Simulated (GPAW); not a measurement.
# Optical response of BP

Aim: the dielectric function of BP, and the optical constants that follow from it.

Program: GPAW 26.7.0. Level of theory: DFT, PBE, plane-wave PAW (GPAW data sets), scalar-relativistic, RPA, optical limit. Results are calculated unless marked as measured.

### Step 1. Set-up

Symmetry: F-43m, No. 216, cubic system. Conventional cell: a = 4.538 Å, b = 4.538 Å, c = 4.538 Å, α = 90.00°, β = 90.00°, γ = 90.00°. Nearest to P lie 4 B at 1.97 Å. B has 4 P at 1.97 Å nearest. Farther neighbours are not listed.

Coordinates:

```xyz
2
Lattice="0.0000 2.2690 2.2690 2.2690 0.0000 2.2690 2.2690 2.2690 0.0000" Properties=species:S:1:pos:R:3 pbc="T T T"
P     3.4035    3.4035    3.4035
B     0.0000    0.0000    0.0000
```

### Step 2. Dielectric function, RPA

Local fields let the induced charge screen the field inside the cell, which as a rule lowers ε, most along directions where the density is uneven.

Input file df.py:

```python
from gpaw.response.df import DielectricFunction

df = DielectricFunction('full.gpw', frequencies={'type': 'nonlinear', 'domega0': 0.03, 'omega2': 8},
                        ecut=50,
                        eta=0.15,
                        nbands=18,
                        txt='df.txt')
for direction in ['x', 'z']:
    df.get_dielectric_function(xc='RPA', direction=direction, filename=f'df_{direction}.csv')
```

On the command line:

```console
> OMP_NUM_THREADS=1 python df.py
```

Numbers of over 12 decimals in the logs are rounded to 6 here.

Output:

```text
Using integrator: PointIntegrator
NonLinearFrequencyDescriptor(from 0.000 to 46.898 eV, 457 points)
Nonperiodic BCs:  [False False False]
Using integrator: PointIntegrator
NonLinearFrequencyDescriptor(from 0.000 to 46.898 eV, 457 points)
Nonperiodic BCs:  [False False False]

Calculating chi0 body with:
    Ground state adapter containing:
    Number of spins: 1
    Number of kpoints: 2197
    Number of irreducible kpoints: 84
    Number of completely occupied states: 4
    Number of partially occupied states: 4

    Linear response parametrization:
    q_c: [0.0, 0.0, 0.0]
    Number of frequency points: 457
    Planewave cutoff: 50.0
    Number of bands: 18
    Number of planewaves: 15
    Broadening (eta): 0.15

Integrating chi0 body.

Symmetries of q_c:
    Direct symmetries (Uq -> q): 24
    Indirect symmetries (TUq -> q): 24
In total 48 allowed symmetries.

84 groups of equivalent kpoints. 96.176604% reduction.

Integral kind: spectral function

Calculating chi0 optical extensions with:
    Ground state adapter containing:
    Number of spins: 1
    Number of kpoints: 2197
    Number of irreducible kpoints: 84
    Number of completely occupied states: 4
    Number of partially occupied states: 4

    Linear response parametrization:
    Number of frequency points: 457
    Planewave cutoff: 50.0
    Number of bands: 18
    Number of planewaves: 15
    Broadening (eta): 0.15
Integrating chi0 head and wings.

Symmetries of q_c:
    Direct symmetries (Uq -> q): 24
    Indirect symmetries (TUq -> q): 24
In total 48 allowed symmetries.

84 groups of equivalent kpoints. 96.176604% reduction.

Integral kind: spectral function wings
```

It took 6.1 s on 1 thread of Arm Neoverse N1, shared host; peak memory 0.2 GiB.

This step gave:

* electronic dielectric constant ε∞, mean over x, y and z (by symmetry where fewer were run): 8.938
* main peak of Im epsilon, first axis: 5.762 eV

The Im ε, E ∥ x or z has structure finer than the step of the table below, so its rows give means over 0.5 eV, whole bins alone (the curve runs from 0 to 14.0 eV). Peaks (eV: height): 5.77: 30.0, 6.60: 23.8.

Values under the direct gap are tails of Lorentzian lines. Im ε, E ∥ x or z against photon energy; means over each step:

photon energy (eV), Im ε, E ∥ x or z and a bar:
```
      0.5        0.0 
      1.0        0.1 
      1.5        0.1 
      2.0        0.2 
      2.5        0.3 
      3.0        0.6 #
      3.5        2.1 ###
      4.0        4.8 ######
      4.5        7.3 ##########
      5.0       10.7 ##############
      5.5       22.3 ##############################
      6.0       22.1 ##############################
      6.5       21.0 ############################
      7.0       14.5 ###################
      7.5        8.3 ###########
      8.0        5.5 #######
      8.5        5.3 #######
      9.0        6.0 ########
      9.5        4.7 ######
     10.0        3.1 ####
     10.5        2.0 ###
     11.0        2.1 ###
     11.5        2.2 ###
     12.0        2.2 ###
     12.5        1.6 ##
     13.0        1.3 ##
     13.5        1.1 #
```

The Re ε, E ∥ x or z by photon energy:

```csv
photon energy (eV),"Re ε, E ∥ x or z"
0.0,8.94
0.5,9.00
1.0,9.17
1.5,9.50
2.0,10.0
2.5,10.8
3.0,12.2
3.5,14.4
4.0,14.3
4.5,17.2
5.0,17.5
5.5,18.4
6.0,-2.43
6.5,1.57
7.0,-8.34
7.5,-8.61
8.0,-5.00
8.5,-2.68
9.0,-3.99
9.5,-4.42
10.0,-4.22
10.5,-3.29
11.0,-2.18
11.5,-1.98
12.0,-2.12
12.5,-2.27
13.0,-1.79
13.5,-1.46
```

The Im ε, E ∥ x or z has structure finer than the step of the table below, so its rows give means over 0.5 eV, whole bins alone (the curve runs from 0 to 14.0 eV). Peaks (eV: height): without local fields 5.77: 32.6, 6.60: 25.5; with local fields 5.77: 30.0, 6.60: 23.8.

Values under the direct gap are tails of Lorentzian lines. The Im ε, E ∥ x or z by photon energy; means over each step:

```csv
photon energy (eV),without local fields,with local fields
0.5,0.0379,0.0351
1.0,0.0804,0.0743
1.5,0.134,0.123
2.0,0.209,0.193
2.5,0.337,0.311
3.0,0.669,0.615
3.5,2.33,2.14
4.0,5.23,4.80
4.5,8.00,7.29
5.0,11.8,10.7
5.5,24.9,22.3
6.0,23.8,22.1
6.5,22.7,21.0
7.0,14.6,14.5
7.5,8.21,8.33
8.0,5.66,5.52
8.5,5.79,5.34
9.0,6.12,6.04
9.5,4.58,4.68
10.0,3.02,3.14
10.5,2.01,2.03
11.0,2.18,2.14
11.5,2.21,2.21
12.0,2.13,2.20
12.5,1.48,1.59
13.0,1.22,1.28
13.5,1.11,1.15
```

The reflectivity at normal incidence, E ∥ x or z has structure finer than the step of the table below, so its rows give means over 0.5 eV, whole bins alone (the curve runs from 0 to 14.0 eV). Peaks (eV: height): 5.92: 58.5, 7.50: 67.1, 10.52: 64.5, 12.50: 59.8.

The reflectivity at normal incidence, E ∥ x or z by photon energy; means over each step:

```csv
photon energy (eV),"reflectivity at normal incidence, E ∥ x or z (%)"
0.5,25.0
1.0,25.4
1.5,26.0
2.0,27.0
2.5,28.5
3.0,30.8
3.5,34.3
4.0,35.9
4.5,39.2
5.0,42.2
5.5,51.0
6.0,54.7
6.5,54.9
7.0,62.8
7.5,65.3
8.0,58.5
8.5,48.0
9.0,51.7
9.5,57.2
10.0,62.5
10.5,62.8
11.0,51.1
11.5,47.8
12.0,49.4
12.5,57.5
13.0,55.4
13.5,52.6
```

Table of refractive index n and extinction k by photon energy:

```csv
photon energy (eV),n,k
0.0,2.99,0
0.5,3.00,0.00582
1.0,3.03,0.0122
1.5,3.08,0.0199
2.0,3.16,0.0302
2.5,3.29,0.0465
3.0,3.49,0.0824
3.5,3.80,0.247
4.0,3.83,0.616
4.5,4.24,0.864
5.0,4.34,1.15
5.5,4.86,2.28
6.0,3.02,3.40
6.5,3.44,3.21
7.0,1.99,3.51
7.5,1.25,3.19
8.0,1.12,2.50
8.5,1.28,2.08
9.0,1.32,2.39
9.5,1.01,2.33
10.0,0.712,2.18
10.5,0.524,1.89
11.0,0.684,1.63
11.5,0.700,1.57
12.0,0.657,1.60
12.5,0.467,1.58
13.0,0.460,1.42
13.5,0.458,1.29
```

At chosen wavelengths:

```csv
wavelength (nm),n,k,R (%),1/α
1064,3.04,0.015,25.5,5.8 µm
800,3.09,0.021,26.1,3.1 µm
532,3.24,0.040,27.9,1.1 µm
450,3.38,0.060,29.5,595 nm
308,3.84,0.613,35.5,40 nm
248,4.34,1.154,41.9,17 nm
193,3.41,2.961,51.7,5.2 nm
```

Below the direct gap, k and the depth come from the tails of the Lorentzian lines, not from transitions.

Rows near the edge hang on the gap, which this functional as a rule makes too small, and phonon-assisted absorption is left out.

### Step 3. What came out

```yaml
electronic_dielectric_constant_eps_infinity_mean_over_x_y_and_z_by_symmetry_where_fewer_were_run_rpa: 8.94
main_peak_of_im_epsilon_first_axis: 5.76 eV
```

**Reading.** At this level (PBE, RPA) BP has ε∞ = 8.94 and n = 3.01 at 1550 nm, and Im ε peaks at 5.8 eV. Local fields change the static value along x from 9.42 to 8.94 (-5 %). Distinct maxima of Im ε, read by a parabola through the highest points, lie at 5.76 eV (30), 6.61 eV (24) and 8.90 eV (6.5). Excitons and phonon-assisted transitions are missing; PBE gaps are as a rule too small, which pulls the onset down and ε∞ up. The sum runs over mesh points, so small or evenly spaced maxima can still be ripples of the mesh.

[Machine, clock and banner lines and Python warnings are left out of the logs.]

[Logs are printed without paths, hosts, clocks, repeated set-up lines and the standing remarks that a program may print on its own settings, such as how far it seeks lower states.]

[Hosts, paths, dates, database ids (printed as entryN), source tags and the programs' standing remarks are cut or masked in the printed files.]
